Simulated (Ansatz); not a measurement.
# Re: a line through an energy map

One table from this session's results is given with a row withheld; the runs are named, their logs left out.

Program: Ansatz 0.2.0. Level of theory: DFT PBE, scalar-relativistic, plane waves, PAW. These are calculated values, not measurements.

87 further runs of the same task are left out: 87 set aside as unsound or not needed.

### The starting structure

It takes space group Fm-3m (No. 225, cubic). Conventional cell: a = 3.915 Å, b = 3.915 Å, c = 3.915 Å, α = 90.00°, β = 90.00°, γ = 90.00°. Re (site symmetry m-3m) is surrounded by 12 Re at 2.77 Å.

As a file:

```xyz
1
Lattice="0.0000 1.9577 1.9577 1.9577 0.0000 1.9577 1.9577 1.9577 0.0000" Properties=species:S:1:pos:R:3 pbc="T T T"
Re    0.0000    0.0000    0.0000
```

It is the result of an earlier relaxation at this level (volume 15.01 Å³/atom; gap on the mesh: none (metal)).

### Plan of the line

The energy is mapped over volume and the cell's shape.

The axes are (1) volume per atom: 11 values from 13.806 to 16.207 Å³; (2) c/a of the conventional cell: 13 values from 0.629 to 1.167.

Nothing else is relaxed (symmetry fixes all fractional coordinates). Energies count from the relaxed crystal. Points are written as (first, second).

Set-up of the first run:

File input.yaml:

```yaml
crystal:
  lattice:
    - [0.0, 1.8397863484, 2.0394031672]
    - [1.8397863484, 0.0, 2.0394031672]
    - [1.8397863484, 1.8397863484, 0.0]
  atoms:
    - { symbol: Re, position: [0.0, 0.0, 0.0] }
basis:
  ecutwfc: 420
kpoints:
  mp_grid: { grid: [10, 10, 10] }
hamiltonian:
  xc: pbe
scf:
  occupations: { method: gaussian, width: 0.15 }
output:
  forces: true
  stress: true
  eigenvalues: true
```

Launch:

```
> ansatz run input.yaml --threads 1 --pin off --max-ram 2048MiB --backend cpu --events-out ev --progress --plain --runs-dir out
```

Among the steps run: The run at (13.806 Å³, 1.109); The run at (14.046 Å³, 1.109); Grid point (14.286 Å³, 1.109); The run at (14.526 Å³, 1.109); The run at (14.767 Å³, 1.109); The run at (15.007 Å³, 1.109); The run at (15.247 Å³, 1.109); Grid point (16.207 Å³, 1.109).

One table of the session follows, with a row left open; its other results are not shown here.

| volume per atom (Å³) | energy (meV/atom) | slope (meV/atom per Å³) | pressure (GPa) |
| --- | --- | --- | --- |
| 13.806 | 240 | −237 | 38 |
| 14.046 | 190 | −183 | 29 |
| 14.286 | 152 | −134 | 21 |
| 14.526 | ? | ? | ? |
| 14.767 | 109 | −48 | 8 |
| 15.007 | 102 | −10 | 2 |
| 15.247 | 104 | 25 | −4 |
| 15.487 | 114 | 57 | −9 |
| 15.727 | 131 | 86 | −14 |
| 15.967 | 155 | 113 | −18 |
| 16.207 | 185 | 138 | −22 |

Q: Estimate the row for volume per atom (Å³) = 14.526 from the others.

Worked estimate for «energy (meV/atom)». A straight line through the neighbours (14.286, 152) and (14.767, 109) gives 152 + (109 − 152) × (14.526 − 14.286) / (14.767 − 14.286) = 131; a parabola fitted to 4 rows on both sides gives 125.

**Answer.** energy (meV/atom): 125; slope (meV/atom per Å³): −89; pressure (GPa): 14. In «energy (meV/atom)» the line misses by +6 and the parabola by +0.

Energies count from the relaxed crystal. Rows without a step come from runs not printed here or follow by symmetry.

In words: The lowest point of the line is at 15.007 Å³, 102 meV/atom from the zero. The highest point computed, at 13.806 Å³, lies 138 meV/atom above the lowest. The cutoff or the k-mesh is coarse on purpose, so the map is rough. The settings are coarse, so take the values as rough.
